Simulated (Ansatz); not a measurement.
Relaxation of a periodic cell of 47 atoms, Si$_{16}$O$_{31}$ (host SiO2, host structure C2/c, one O atom removed), cell charge -1, to a largest force component of 0.03 eV/Å in at most 60 steps.

Theory: DFT LDA, scalar-relativistic, plane waves, PAW in Ansatz. Settings: PAW set soft_1, cutoff 420 eV, k mesh 1x1x2, gaussian smearing 0.02 eV, spin collinear.

```xyz
47
Lattice="0.1638 6.0954 6.0879 0.1638 -6.0954 6.0879 6.9450 0.0000 0.0000" Properties=species:S:1:pos:R:3
Si 4.681 -4.398 6.509
Si 0.773 1.697 2.623
Si 6.064 -1.697 5.667
Si 2.863 -1.697 3.465
Si 3.656 1.135 3.322
Si 5.271 1.135 5.810
Si 6.925 -1.135 2.766
Si 5.474 4.960 6.365
O 1.900 3.048 6.088
O 0.082 3.048 3.044
O 0.991 -4.359 4.566
O 2.809 -1.736 7.610
O 6.837 1.446 5.626
O 2.090 1.446 3.505
O 3.908 4.650 6.549
O 1.546 -1.446 2.582
O 4.164 1.823 1.980
O 1.290 -4.273 7.151
O 6.417 -1.823 4.107
O 2.510 -1.823 5.024
O 6.708 0.462 2.857
O 5.691 -5.633 6.275
O 3.873 -0.462 3.231
O 5.054 -0.462 5.901
Si 1.209 1.697 6.509
Si 4.409 1.697 8.711
Si 2.591 4.398 5.667
Si 6.500 -1.697 9.553
Si 0.347 1.135 9.409
Si 1.798 -4.960 5.810
Si 3.617 -1.135 8.854
Si 2.002 -1.135 6.365
O 5.373 -3.048 6.088
O 3.554 -3.048 3.044
O 4.463 1.736 4.566
O 6.282 4.359 7.610
O 3.364 -4.650 5.626
O 0.436 -1.446 6.549
O 5.182 -1.446 8.670
O -1.218 1.446 9.593
O 4.763 1.823 7.151
O 3.108 -1.823 10.195
O 5.983 4.273 5.024
O 3.400 0.462 8.945
O 2.219 0.462 6.275
O 0.564 -0.462 9.319
O 1.581 5.633 5.901
```

**Question.** Where does it end, and by what steps?

**Answer.** It converged. Limits of this set-up: coarse k mesh, PAW files made for another functional, a small cell, in which the defect meets its images, a typed lattice constant that wasn't relaxed here, charged cell in a uniform background, uncorrected. After 21 steps the energy has fallen by 1.492 eV; Si29 moved furthest, 0.42 Å. Joined: Si25–Si29 (3.08 → 2.42 Å).

```tsv
step	energy less start (eV)	largest force component (eV/Å)	accepted
0	0.0000	3.548	yes
1	-0.7695	1.441	yes
2	-1.0740	0.899	yes
3	-1.0389	0.858	no
4	-1.1858	0.373	yes
5	-1.2138	0.309	yes
6	-1.2394	0.557	yes
7	-1.2810	0.423	yes
8	-1.2800	0.360	no
9	-1.3316	0.263	yes
10	-1.3661	0.368	yes
11	-1.3546	0.605	no
12	-1.4249	0.336	yes
13	-1.4663	0.230	yes
14	-1.4688	0.347	yes
15	-1.4846	0.173	yes
16	-1.4263	0.264	no
17	-1.4750	0.231	no
18	-1.4892	0.228	yes
19	-1.4882	0.193	no
20	-1.4915	0.046	yes
21	-1.4917	0.011	yes
```

```xyz
47
Lattice="0.1638 6.0954 6.0879 0.1638 -6.0954 6.0879 6.9450 0.0000 0.0000" Properties=species:S:1:pos:R:3
Si 4.631 -4.403 6.506
Si 0.762 1.707 2.632
Si 6.050 -1.710 5.665
Si 2.878 -1.711 3.500
Si 3.632 1.123 3.314
Si 5.299 1.168 5.784
Si 6.921 -1.125 2.763
Si 5.485 4.959 6.345
O 1.822 2.996 6.319
O 0.131 3.099 3.025
O 0.927 -4.428 4.585
O 2.816 -1.731 7.660
O 6.831 1.550 5.467
O 2.065 1.398 3.520
O 3.930 4.582 6.525
O 1.550 -1.437 2.629
O 4.110 1.848 1.974
O 1.309 -4.303 7.165
O 6.396 -1.801 4.105
O 2.548 -1.782 5.067
O 6.679 0.471 2.829
O 5.661 -5.628 6.323
O 3.879 -0.472 3.204
O 5.091 -0.438 5.917
Si 0.984 1.637 6.744
Si 4.487 1.716 8.668
Si 2.542 4.287 5.743
Si 6.581 -1.600 9.499
Si 0.586 1.298 9.105
Si 1.752 -5.017 5.797
Si 3.628 -1.158 8.923
Si 1.982 -1.131 6.423
O 5.284 -3.040 6.048
O 3.594 -3.058 3.091
O 4.437 1.729 4.546
O 6.303 4.345 7.593
O 3.334 -4.715 5.621
O 0.437 -1.578 6.546
O 5.188 -1.488 8.693
O -1.039 1.565 9.376
O 4.660 1.866 7.076
O 3.063 -1.882 10.247
O 6.057 4.377 4.979
O 3.525 0.452 9.022
O 2.106 0.464 6.381
O 0.636 -0.391 9.159
O 1.575 5.569 5.959
```

Whether the end is a true minimum wasn't checked by a vibrational analysis.

Run time: 4.2 min on 4 threads of Arm Neoverse N1, with other jobs on the host, peak memory 1.6 GiB.
